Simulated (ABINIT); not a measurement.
NaI:

```
I Na
1.0
     0.00000    3.23640    3.23640
     3.23640    0.00000    3.23640
     3.23640    3.23640    0.00000
I Na
1 1
Direct
  0.50000 0.50000 0.50000
  0.00000 0.00000 0.00000
```

Base run:

```yaml
Program: ABINIT 10.8.3 (patched build)
Functional: PBE
Potentials_or_basis: SPMS NC PBE v1.0
Cutoff: 599 eV
k_mesh: 6 × 6 × 6
Occupations: fixed
Spin: no spin polarisation
```

Its results: band gap on the k mesh 3.63 eV, direct; pressure 0.4 GPa.

Question: The run is repeated on the same cell with these changes: functional from PBE to PBEsol. What comes out?

Answer: Band gap on the k mesh 3.49 eV, direct; pressure -0.3 GPa.

PBEsol binds more tightly than PBE, so the same cell stands under less pressure.

Caveats: spin-orbit coupling is left out, which moves the levels of the heavy elements; the potentials were made for another functional, which shifts forces and pressure (some runs).

